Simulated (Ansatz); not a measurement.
Computed with DFT PBE, scalar-relativistic, plane waves, PAW in Ansatz. Plane waves to 420 eV, a 6×6×4 mesh through Γ for the 12-atom cell and 0.02 eV Gaussian smearing; no spin polarisation.

Formation energies are uncorrected and count from the elements' standard states at the same level.

Q: Give a relaxed trial structure of a hexagonal wide-gap insulator that holds O and 2 more elements, with a gap near 4.8 eV, a formation energy near −3.03 eV/atom and a density near 3.19 g/cm³, in a cell of 12 atoms.

A: HfSiO₄, space group P6_3mc (No. 186). Hf is surrounded by 4 O at 1.94 Å; around Si lie 4 O at 1.63 Å; O on a site of symmetry 3m has 1 Si at 1.63 Å and 1 Hf at 1.94 Å; around O on a site of symmetry m lie 1 Si at 1.63 Å and 1 Hf at 1.94 Å.

```
Hf Si O
1.0
     5.84195    0.00000    0.00000
    -2.92097    5.05927    0.00000
     0.00000    0.00000    9.51828
Hf Si O
2 2 8
Direct
  0.33333 0.66667 0.43795
  0.66667 0.33333 0.93795
  0.33333 0.66667 0.06242
  0.66667 0.33333 0.56242
  0.33333 0.66667 0.23392
  0.66667 0.33333 0.73392
  0.48544 0.97088 0.00524
  0.51456 0.48544 0.50524
  0.02912 0.51456 0.00524
  0.51456 0.02912 0.50524
  0.48544 0.51456 0.00524
  0.97088 0.48544 0.50524
```

* Volume per atom: 23.44 Å³
* Density: 3.19 g/cm³
* Formation energy: −3.028 eV/atom
* Gap on the 6×6×4 mesh of the 12-atom cell: 4.77 eV

The structure comes from a generated guess, relaxed at this level; another structure or a mixture of phases may lie lower. Other answers may fit too; this one was computed.

Spin–orbit coupling, which can matter for Hf, is left out. Kohn–Sham gaps at this level usually fall short of measured ones. A later test with randomly moved atoms came back to the same energy, though modes that don't fit the test's cell weren't probed.
